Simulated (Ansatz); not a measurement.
Si₂Ni (Fm-3m), work and stress of cleavage

Computed with DFT PBE, scalar-relativistic, plane waves, PAW (Ansatz). Settings: plane waves to 420 eV, k-mesh 14×14×5 (Γ-centred), Gaussian smearing 0.15 eV. No spin polarisation. A magnetic state may lie lower. Energies are free energies at this smearing, counted from the undisturbed cell; pressure is positive in compression.

Reference structure (relaxed at this level):

```
CELL_PARAMETERS angstrom
2.72341 -2.72341 0.00000
2.72341 0.00000 -2.72341
5.44683 5.44683 5.44683
ATOMIC_POSITIONS crystal
Si 0.66667 0.66667 0.41668
Si 0.00000 0.00000 0.08335
Si 0.33333 0.33333 0.75002
Si 0.66667 0.66667 0.91668
Si 0.00000 0.00000 0.58335
Si 0.33333 0.33333 0.25002
Ni 0.00000 0.00000 0.83335
Ni 0.33333 0.33333 0.50002
Ni 0.66667 0.66667 0.16668
```

The cut lies on the cell's a–b face, a (1 1 1) plane (indices in the standard cell, whose axes needn't be the Cartesian ones shown) of area 12.85 Å², between layers 1.57 Å apart. Vector c is lengthened by d along the normal with the atoms' Cartesian places fixed: one unrelaxed cut a cell. The traction is positive where the two halves pull on each other.

```
d (Å) energy (J/m²) traction (GPa)
-0.30           0.94           -77.6
-0.15           0.18           -27.5
 0.00           0.00             0.2
 0.25           0.29            18.9
 0.50           0.80            20.0
 0.75           1.24            15.0
 1.00           1.55             9.7
 1.50           1.86             4.0
 2.00           2.01             2.1
 3.00           2.11             0.4
 4.50           2.13             0.0
 6.00           2.14             0.0
```

Question: What are the work of separation and the cleavage stress, and do they fit the universal binding curve?

Answer: The energy levels off near W ≈ 2.14 J/m² (the traction is down to 0.0 GPa), the energy of the two unrelaxed faces, 1.07 J/m² each on average. The largest sampled traction is 20.0 GPa at d = 0.50 Å, and a parabola through it and its two neighbours peaks at σ_max ≈ 20.4 GPa, d ≈ 0.42 Å. The curve E = W[1 − (1 + d/ℓ)exp(−d/ℓ)] peaks in traction at d = ℓ with σ_max = W/(eℓ); with 1 J/m² per Å = 10 GPa this W and σ_max give ℓ = 0.39 Å. A parabola through that curve at the same three d peaks at 0.42 Å, against 0.42 Å here, a fair fit. Real crystals break at far lower stress, because cracks concentrate it, and on the plane of lowest W, which needn't be this one.

The cut is rigid; relaxing the faces lowers these energies and usually the stresses.

In a metal these slopes depend on the k mesh and the smearing.

Cost: 12 runs of about 12 core-minutes in all, on Arm Neoverse V1 (shared hosts).